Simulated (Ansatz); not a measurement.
# Si (P6/mmm) in Ansatz: reference runs

Aim: a first look at Si with PBE, on the cell as given and on a disturbed one.

Everything below comes from runs of Ansatz 0.2.0. Logs are shortened: lines on timing, memory, paths and dates and some standing lists are left out, and cuts for length are marked.

## 1. Starting point

The structure is hexagonal, space group P6/mmm (No. 191). Conventional cell: a = 4.121 Å, b = 4.121 Å, c = 2.655 Å, α = 90.00°, β = 90.00°, γ = 120.00°. Around Si (site symmetry -6m2) lie 5 Si at 2.38 to 2.65 Å.

The cell was built by a generator and needn't be a form met in nature.

## 2. Single point, PBE

The input, input.yaml:

```yaml
crystal:
  lattice:
    - [4.12095, 0.0, 0.0]
    - [-2.06047, 3.56885, 0.0]
    - [0.0, 0.0, 2.65479]
  atoms:
    - { symbol: Si, position: [0.33333, 0.66667, 0.5] }
    - { symbol: Si, position: [0.66667, 0.33333, 0.5] }
hamiltonian:
  xc: pbe
  pseudopotentials: { kind: paw }
kpoints:
  mp_grid: { grid: [8, 8, 10] }
scf:
  occupations: { method: fermi_dirac, width: 0.05 }
output:
  forces: true
  stress: true
  eigenvalues: true
  write_density: true
  write_potential: true
  elf: true
  volumetric_format: npy
```

Potentials or basis: Ansatz PAW.

Command:

```bash
ansatz run input.yaml --threads 2 --pin off --max-ram 5632MiB --backend cpu --events-out ev --progress --plain --runs-dir out
```

The log of the run:

```text
Warning: the atoms were moved onto the symmetric positions of the space group found under crystal.symmetry.tolerance 1.0e-5 (fractional; no operation is sought that the atoms, as they stand in a round, miss by more than twice it, and no atom is moved by as much as it), and the run uses the moved positions. Before a round's move an operation carried an atom to 4.12e-5 Å from where it should land, the largest such distance. Atom 0 (counting from 0) moved farthest, by 2.38e-5 Å; the longest move in fractions of the cell, of whichever atom, is 0.47 of the tolerance, in 1 round. To run the atoms as typed, lower crystal.symmetry.tolerance until the operations that they miss are no longer found, or set crystal.symmetry.detect: false (a key that needs symmetry detection or time reversal refuses this as the deck is read). The positions used, in the order of the run's atom list: position: [0.3333333333333333, 0.6666666666666666, 0.5]; position: [0.6666666666666666, 0.3333333333333333, 0.5]; The lattice was moved too: crystal.lattice keeps the space group found at crystal.symmetry.tolerance 1.0e-5 only nearly: the operation that it misses by the most changes a squared length by the fraction 2.80e-6. The run uses the lattice that is a stretch of the typed one, with no rotation, onto the one that keeps every operation to a double's rounding (on a very oblique basis the stretch itself rounds by more); the deck's lattice vector that moved farthest moved by 3.26e-6 Å. To run the lattice as typed, set crystal.symmetry.tolerance under 1.33e-7, the least fraction by which an operation that the lattice misses changes a squared length (the same key also sets how far an atom may lie from its image, so lowering it can lose operations that the atoms keep only within it), or set crystal.symmetry.detect: false, as for the atoms. crystal.lattice made exact, in Å and degrees: [[4.120951508198683, -2.8867513457604425e-6, 0.0], [-2.0604732540993416, 3.5688501372395285, 0.0], [0.0, 0.0, 2.65479]]. Pasted over the deck's crystal.lattice, beside positions in fractional coordinates, it runs the same cell (given as lengths and angles, that cell in the form's own orientation, a rigid turn of the misfit's size from the one run here, for which a checkpoint.post_process_only pass over this run's state can be refused: where this run relaxes nothing, give such a pass this deck's own crystal.lattice, as typed; behind a relaxation, as crystal.lattice, the state's own cell, identity.cell in its checkpoint.json), and a matrix so pasted ends this notice, except on a very skew basis of the lattice, where the rounding of the pasted numbers themselves can read as a misfit: the cell is then moved again, and that move is told again. The lattice as run is in this notice's lattice.as_run_ang field (Run.prep()["deck_notices"] in Python, the deck_notice line of an events file, deck_notices of ansatz run --dry-run=json, or deck_notices in record.json in the deck's checkpoint.write directory).
Warning: RAYON_NUM_THREADS=2 ignored (pool sized by the plan → 2); use --threads N
Engine: ansatz 0.2.0, x86_64-unknown-linux-gnu
Pseudopotentials: kind: paw
Pseudopotential: Si, paw, valence charge 4, recommended cutoff 420 eV (normal), Si.paw.azcp
Functional definition: PBE
  parameter kappa = 0.804
  parameter beta = 0.06672455060314922
  exchange = pbe_x(kappa = kappa, mu = beta*pi^2/3)
  correlation = pbe_c(beta = beta)
Crystal: 2 atoms, lattice volume = 39.044 Å³
Basis set: ecut = 420 eV, 765 PW (Γ), exchange–correlation on 60×60×36 points (8 copies of the dense FFT grid, shifted against one another)
Bands: 8, of which v1, the nominal top of the filled ones, is band 4 counted from 1 (3 counted from 0)
Symmetry: 24 space group operations
Space group: P6/mmm (ITA 191), of the structure as read, at distance tolerance 3.4e-5 Å
k-points: 60 of 640
Non-local potential: Si, projectors of the file, l = 0: 2, l = 1: 2, l = 2: 2
PAW form: soft (Blöchl's): semilocal exchange-correlation on the pseudo side does not see the compensation charge
PAW one-centre angular grid: Si, 110 points (default); XC on 64 Gauss nodes
Initial density: superposition of atomic densities (neutral atoms: chi_scale 0, normalization atom), corrected by the library's trained network
Initial wavefunctions: pseudopotential atomic-orbital guess
Functional: x = pbe(κ = 0.804, μ = 0.2195149727645171), c = pbe(β = 0.06672455060314922)
SCF iter   1: F=—  HF=-1270.862153 eV  |F-HF|=—  |Δ(HF+E_count)|=         —  Δρ=4.56e-3  dr2=9.01e-3  ethr=1.77e-3  ⟨swp⟩=6.0  Hψ=4123  notcnv=0
preconditioner: auto → none  [insulator: Δε(μ)=0.167 eV  Ē_g=9.353 eV  σ=0.050 eV  W_gap=0.60  n_scr=6 (ndim 8)  ℏωp=16.8 eV  f_vac=0.000  D(μ)=0.73/eV (n_scr^D=6)  ε∞_Penn≈4.2]
SCF iter   2: F=—  HF=-1270.859772 eV  |F-HF|=—  |Δ(HF+E_count)|=   2.38e-3  Δρ=1.74e-3  dr2=1.18e-3  ethr=1.13e-4  ⟨swp⟩=1.4  Hψ=997  notcnv=0  defer=1
SCF iter   3: F=—  HF=-1270.859649 eV  |F-HF|=—  |Δ(HF+E_count)|=   1.23e-4  Δρ=1.54e-4  dr2=6.99e-6  ethr=1.48e-5  ⟨swp⟩=2.5  Hψ=747  notcnv=0  defer=1
SCF iter   4: F=—  HF=-1270.859643 eV  |F-HF|=—  |Δ(HF+E_count)|=   6.31e-6  Δρ=3.27e-5  dr2=3.73e-7  ethr=8.74e-8  ⟨swp⟩=2.1  Hψ=703  notcnv=0  defer=1
iter 5 did not close the SCF: its close was put off for the readings that it lacked (scf_convergence_deferred on its scf_iter line)
SCF iter   5: F=-1270.859643 eV  HF=-1270.859643 eV  |F-HF|=1.03e-8  |Δ(HF+E_count)|=   3.82e-7  Δρ=5.11e-6  dr2=9.25e-9  ethr=4.66e-9  ⟨swp⟩=2.4  Hψ=711  notcnv=0  defer=1
SCF iter   6: F=-1270.859643 eV  HF=-1270.859643 eV  |F-HF|=1.61e-10  |Δ(HF+E_count)|=   1.33e-8  Δρ=5.25e-7  dr2=1.10e-10  ethr=1.16e-10  ⟨swp⟩=6.1  Hψ=2578  notcnv=0
SCF 1 converged in 6 iterations: F = -1270.859643 eV  dr2 = 1.10e-10
SCF converged after 6 iterations
Free energy (F): -1270.859643 eV
Harris-Foulkes:  -1270.859643 eV  (|F-HF|=1.61e-10)
Internal energy: -1270.853483 eV  (E = F + TS)
E sigma→0 (E₀):  -1270.856563 eV
Entropy (-TS):   -0.006160 eV (-3.080 meV/atom)
Fermi energy:    6.587010 eV
--- Per-component energies (eV) ---
  E_band       = 11.911425
  E_kinetic    = 79.674258
  E_local      = -49.678035  (includes V_loc(G=0)·N_el)
  E_nonlocal   = 51.659906
  E_hartree    = 13.934546
  E_xc         = -110.191663
  E_vxc        = -93.203509  (∫ρ·V_xc dr)
  E_paw        = -1024.982676  (= ΣΔE_a)
  E_vpaw       = -4.410284  (= ΣTr[D̂ρ^β])
  E_aug_tail   = 0.000013  (compensation charges beyond the density's cutoff)
  E_ewald      = -231.269833
  E_smearing   = -0.006160  (= −TS)
  E_closure    = 0.000000  (closes the sum)
  Σ components = -1270.859643   (vs F -1270.859643, Δ=0.00e0)
--- Forces (eV/Å), atoms counted from 1 ---
  atom   1  Si     0.00000000     0.00000000     0.00000000
  atom   2  Si    -0.00000000    -0.00000000     0.00000000
  max |Σ_I F_I| component: 2.78e-17 eV/Å
--- Stress (GPa, compression-positive) ---
        0.328403      -0.000000       0.000000
       -0.000000       0.328403       0.000000
        0.000000       0.000000      -0.565391
  P = ⅓ Tr σ = 0.0305 GPa (0.305 kbar)
--- Band table (eV; the first three rows and the last of 60) ---
  k-point 0: bands = ["-5.7265", "3.7195", "3.7195", "3.8418", "7.8441", "7.8441", "12.1621", "12.9564"]
  k-point 1: bands = ["-5.5284", "3.8863", "3.8863", "4.0388", "8.0234", "8.0234", "10.1050", "12.9360"]
  k-point 2: bands = ["-4.9392", "4.3737", "4.3737", "4.6241", "7.0952", "8.5502", "8.5502", "13.5457"]
  k-point 59: bands = ["0.5193", "1.2836", "2.8171", "3.5509", "4.3094", "8.8546", "12.1416", "14.3892"]
```

v_z.tsv:

```text
# z_ang	v_es[eV]	v_tot[eV]
# format = ansatz-planar-average/11
# xc	pbe
# density_cutoff_ev	1680
# datasets	Si=:simpson_from_first_knot:soft
# lattice	4.120951508	-0.000002887	0.000000000
# lattice	-2.060473254	3.568850137	0.000000000
# lattice	0.000000000	0.000000000	2.654790000
# sites	2
# site	14	0.000001667	2.379232463	1.327395000
# site	14	2.060476587	1.189614788	1.327395000
0.000000	8.525197e0	6.417715e-1
0.147488	8.275672e0	3.198152e-1
0.294977	7.489777e0	-7.156376e-1
0.442465	6.145836e0	-2.506591e0
0.589953	3.974656e0	-5.153791e0
0.737442	9.131378e-1	-8.743472e0
[... 10 lines left out ...]
2.359813	7.489777e0	-7.156376e-1
2.507302	8.275672e0	3.198152e-1
```

It took 2.7 s on 2 threads of Intel Xeon at 2.50GHz (Skylake/Cascade Lake), shared host; peak memory 0.32 GiB.

Results:

* Free energy: -1270.8596 eV
* Pressure: 0.0 GPa
* Band gap on the k mesh: none (metal or under the smearing width)

Levels at points of the mesh, in eV from the Fermi level:
| k point | band 1 | band 2 | band 3 | band 4 | band 5 | band 6 | band 7 | band 8 |
| --- | --- | --- | --- | --- | --- | --- | --- | --- |
| (0.00, 0.00, 0.00) | -12.31 | -2.87 | -2.87 | -2.75 | 1.26 | 1.26 | 5.58 | 6.37 |
| (0.00, 0.00, -0.50) | -8.42 | -5.88 | -0.17 | -0.17 | 1.22 | 3.16 | 4.29 | 4.29 |
| (0.00, -0.50, 0.00) | -10.49 | -8.79 | -4.05 | -1.30 | 6.16 | 7.05 | 7.13 | 7.81 |
| (0.00, -0.50, -0.50) | -6.57 | -4.99 | -4.24 | -2.59 | -1.20 | 2.89 | 3.91 | 5.07 |

## 3. Single point, PBE (atoms moved at random, drawn with an rms of 0.05 Å)

The input, input.yaml:

```yaml
crystal:
  lattice:
    - [4.12095, 0.0, 0.0]
    - [-2.06047, 3.56885, 0.0]
    - [0.0, 0.0, 2.65479]
  atoms:
    - { symbol: Si, position: [0.320009, 0.651264, 0.490931] }
    - { symbol: Si, position: [0.672956, 0.339184, 0.504426] }
hamiltonian:
  xc: pbe
  pseudopotentials: { kind: paw }
kpoints:
  mp_grid: { grid: [8, 8, 10] }
scf:
  occupations: { method: fermi_dirac, width: 0.05 }
output:
  forces: true
  stress: true
  eigenvalues: true
```

Potentials or basis: Ansatz PAW.

Command:

```bash
ansatz run input.yaml --threads 2 --pin off --max-ram 5632MiB --backend cpu --events-out ev --progress --plain --runs-dir out
```

The log of the run:

```text
Warning: RAYON_NUM_THREADS=2 ignored (pool sized by the plan → 2); use --threads N
[... 8 set-up lines as earlier in the session ...]
Crystal: 2 atoms, lattice volume = 39.044 Å³
Basis set: ecut = 420 eV, 765 PW (Γ), exchange–correlation on 60×60×36 points (8 copies of the dense FFT grid, shifted against one another)
Bands: 8, of which v1, the nominal top of the filled ones, is band 4 counted from 1 (3 counted from 0)
Symmetry: 2 space group operations
Space group: P-1 (ITA 2), of the structure as read, at distance tolerance 3.4e-5 Å
k-points: 324 of 640
[... 6 set-up lines as earlier in the session ...]
SCF iter   1: F=—  HF=-1270.823296 eV  |F-HF|=—  |Δ(HF+E_count)|=         —  Δρ=4.37e-3  dr2=8.33e-3  ethr=1.77e-3  ⟨swp⟩=6.0  Hψ=22304  notcnv=0
preconditioner: auto → none  [metal: Δε(μ)=0.027 eV  Ē_g=9.352 eV  σ=0.050 eV  W_gap=0.13  n_scr=6 (ndim 8)  ℏωp=16.8 eV  f_vac=0.000  D(μ)=0.71/eV (n_scr^D=6)  sad-step TF]
SCF iter   2: F=—  HF=-1270.821883 eV  |F-HF|=—  |Δ(HF+E_count)|=   1.41e-3  Δρ=2.62e-3  dr2=3.03e-3  ethr=1.04e-4  ⟨swp⟩=1.1  Hψ=5262  notcnv=0
SCF iter   3: F=—  HF=-1270.821096 eV  |F-HF|=—  |Δ(HF+E_count)|=   7.87e-4  Δρ=2.04e-4  dr2=1.36e-5  ethr=3.78e-5  ⟨swp⟩=2.6  Hψ=4121  notcnv=0
SCF iter   4: F=—  HF=-1270.821086 eV  |F-HF|=—  |Δ(HF+E_count)|=   1.05e-5  Δρ=6.56e-5  dr2=1.45e-6  ethr=1.69e-7  ⟨swp⟩=2.6  Hψ=3862  notcnv=0
iter 5 did not close the SCF: its close was put off for the readings that it lacked (scf_convergence_deferred on its scf_iter line)
SCF iter   5: F=-1270.821086 eV  HF=-1270.821086 eV  |F-HF|=1.48e-8  |Δ(HF+E_count)|=   2.53e-7  Δρ=1.25e-5  dr2=8.21e-8  ethr=1.82e-8  ⟨swp⟩=2.6  Hψ=3839  notcnv=0
SCF iter   6: F=-1270.821086 eV  HF=-1270.821086 eV  |F-HF|=1.10e-9  |Δ(HF+E_count)|=   1.75e-9  Δρ=2.51e-6  dr2=2.78e-9  ethr=1.03e-9  ⟨swp⟩=2.7  Hψ=9979  notcnv=0
SCF 1 converged in 6 iterations: F = -1270.821086 eV  dr2 = 2.78e-9
SCF converged after 6 iterations
Free energy (F): -1270.821086 eV
Harris-Foulkes:  -1270.821086 eV  (|F-HF|=1.10e-9)
Internal energy: -1270.815084 eV  (E = F + TS)
E sigma→0 (E₀):  -1270.818085 eV
Entropy (-TS):   -0.006002 eV (-3.001 meV/atom)
Fermi energy:    6.594715 eV
--- Per-component energies (eV) ---
  E_band       = 11.864095
  E_kinetic    = 79.727203
  E_local      = -49.921954  (includes V_loc(G=0)·N_el)
  E_nonlocal   = 51.712980
  E_hartree    = 13.992540
  E_xc         = -110.210567
  E_vxc        = -93.225473  (∫ρ·V_xc dr)
  E_paw        = -1024.988269  (= ΣΔE_a)
  E_vpaw       = -4.413653  (= ΣTr[D̂ρ^β])
  E_aug_tail   = 0.000013  (compensation charges beyond the density's cutoff)
  E_ewald      = -231.127029
  E_smearing   = -0.006002  (= −TS)
  E_closure    = 0.000000  (closes the sum)
  Σ components = -1270.821086   (vs F -1270.821086, Δ=0.00e0)
--- Forces (eV/Å), atoms counted from 1 ---
  atom   1  Si     0.45852884     0.77930906     0.01326381
  atom   2  Si    -0.45852884    -0.77930906    -0.01326381
  max |Σ_I F_I| component: 0.00e0 eV/Å
--- Stress (GPa, compression-positive) ---
        4.515312       2.004758      -0.071565
        2.004758      -2.646140      -0.114699
       -0.071565      -0.114699      -0.803850
  P = ⅓ Tr σ = 0.3551 GPa (3.551 kbar)
--- Band table (eV; the first three rows and the last of 324) ---
  k-point 0: bands = ["-5.7389", "3.4357", "3.8407", "4.0160", "7.5294", "8.1530", "12.1486", "12.9427"]
  k-point 1: bands = ["-5.5409", "3.6013", "4.0377", "4.1841", "7.7076", "8.3333", "10.0921", "12.9183"]
  k-point 2: bands = ["-4.9519", "4.0847", "4.6231", "4.6753", "7.0830", "8.2312", "8.8633", "13.5271"]
  k-point 323: bands = ["-0.0046", "1.5661", "2.3383", "3.9744", "5.4264", "9.4573", "10.5120", "11.6681"]
```

Wall time 7.8 s (2 threads of Intel Xeon at 2.50GHz (Skylake/Cascade Lake), shared host); peak memory 0.41 GiB.

What came out:

| Item | Value |
| --- | --- |
| Free energy | -1270.8211 eV |
| Pressure | 0.4 GPa |
| Largest force | 0.904 eV/Å |
| Band gap on the k mesh | none (metal or under the smearing width) |

Forces in eV/Å, atoms in the order of the input:
```
Si   0.459  0.779  0.013
Si  -0.459 -0.779 -0.013
```

Stress tensor (GPa, compression positive):
```
 4.52  2.00 -0.07
 2.00 -2.65 -0.11
-0.07 -0.11 -0.80
```
